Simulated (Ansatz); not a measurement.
Space group P6_3mc (No. 186). a = 3.904 Å, b = 3.904 Å, c = 6.454 Å, α = 90.00°, β = 90.00°, γ = 120.00°
```json
{"atom": "Si", "site": "2b", "symmetry": "3m.", "x": "0.6667", "y": "0.3333", "z": "0.8745"}
{"atom": "Ge", "site": "2b", "symmetry": "3m.", "x": "0.6667", "y": "0.3333", "z": "0.5005"}
```

Equation of state of this SiGe structure (not necessarily the ground state), with shape and atoms relaxed at each volume where symmetry leaves them free. These are results of DFT r2SCAN, scalar-relativistic, plane waves, PAW in Ansatz 0.2.0, not measurements.

Plane waves to 500 eV, a k mesh through Γ of 12×12×4 on the computed 4-atom cell and Gaussian smearing (0.02 eV); no spin polarisation.

| V (Å³/atom) | E − E(largest V) (meV/atom) | P (GPa) | gap on mesh (eV) |
| --- | --- | --- | --- |
| 18.744 | 54.36 | 14.25 | 0.43 |
| 19.383 | 6.70 | 9.77 | 0.50 |
| 20.022 | -24.51 | 5.97 | 0.56 |
| 20.661 | -41.71 | 2.74 | 0.61 |
| 21.300 | -47.02 | 0.00 | 0.66 |
| 21.939 | -42.22 | -2.33 | 0.69 |
| 22.578 | -28.87 | -4.31 | 0.60 |
| 23.430 | 0.00 | -6.47 | 0.49 |

Problem. Fit a third-order Birch–Murnaghan equation to E(V).

Solution. V0 = 21.30 Å³/atom, B0 = 84 GPa, B0' = 4.4.